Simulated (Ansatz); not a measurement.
Runs of Ansatz 0.2.0 on C. It takes space group Fd-3m (No. 227, cubic). Conventional cell: a = 3.567 Å, b = 3.567 Å, c = 3.567 Å, α = 90.00°, β = 90.00°, γ = 90.00°. C (site symmetry -43m) has 4 C at 1.54 Å as nearest neighbours. This isn't the form of C at room conditions, which is graphite.

| task | level | points for each segment of the path | gap on the mesh (eV) | pressure (GPa) | V0 of scaled cells (Å³/atom) | B0 (GPa) |
| --- | --- | --- | --- | --- | --- | --- |
| band structure | BHLYP | 4 | (a) | -9.7 | - | - |
| equation of state | HSEsol | - | - | - | 5.52 | 482 |
| band structure | HSEsol | 4 | 5.34 | (b) | - | - |
| equation of state | BHLYP | - | - | - | 5.56 | 485 |

Alike in all rows: potentials or basis Ansatz PAW; no spin polarisation; cell as given; k mesh 7 × 7 × 7; cutoff (eV) 420; smearing fermi-dirac 0.05 eV; the mesh is coarse, so values aren't converged.

**Question.** Estimate the missing entries.

**Answer.** (a) 8.54; (b) -12.5.

Caveats: all runs use coarse meshes; the k mesh misses the band edges, so the gap on the mesh is wider than the one along the path (some runs); the PAW data sets come from PBE, with cores solved anew for the run's functional, which leaves a small shift of forces and pressure (some runs); the thresholds are loose for stress (some runs); the PAW data sets were made with another functional, which shifts forces and pressure a little (some runs); the potentials were made for another functional, which shifts forces and pressure (some runs).
